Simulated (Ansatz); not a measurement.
# SrTiO3: how strain makes field gradients

```yaml
crystal:
  lattice:
    - [3.90500, 0.00000, 0.00000]
    - [0.00000, 3.90500, 0.00000]
    - [0.00000, 0.00000, 3.90500]
  atoms:
    - { symbol: Sr, position: [0.00000, 0.00000, 0.00000] }
    - { symbol: Ti, position: [0.50000, 0.50000, 0.50000] }
    - { symbol: O, position: [0.00000, 0.50000, 0.50000] }
    - { symbol: O, position: [0.50000, 0.00000, 0.50000] }
    - { symbol: O, position: [0.50000, 0.50000, 0.00000] }
```

Atom numbers follow the list: Sr1, Ti2, O3, O4, O5.

The cell is COD entry 7212245, as deposited and not checked against the literature; nothing was relaxed.

These are results of DFT, PBE, all-electron PAW with datasets made for the crystal, scalar-relativistic (Ansatz 0.2.0), not measurements.

Sampling and basis: a Γ-centred 7×7×7 k mesh, Fermi–Dirac smearing of 0.05 eV, cutoff 540 eV (chosen by the program for this cell), no spin polarisation.

The cell is scaled evenly. Fractional coordinates are held (clamped ions).

The columns are Cartesian components of the electric field gradient at the nuclei, in 10²¹ V/m².

Spin–orbit coupling is left out, which moves gradients at and beside heavy atoms by some per cent and at worst by a factor of two.

Only quantities that a quadratic follows smoothly over the whole series are listed; rougher ones are left out.

| ln(V/Vcell) | Vzz at O3 |
| --- | --- |
| -0.0202 | -0.51 |
| 0.0000 | -0.61 |
| 0.0100 | -0.66 |
| 0.0198 | -0.71 |

(1) Fit the series and give the gradient–strain slopes.

(2) One run, at ln(V/Vcell) = -0.0101, is withheld. Predict its row.

Results:

(1) Least-squares fits y = p0 + p1 x + p2 x² to the rows give Vzz at O3: p1 = -5, p2 = -2.7. The slopes p1 are in 10²¹ V/m² per unit strain, for clamped ions.

(2) The fits give -0.56; the run gave -0.56.
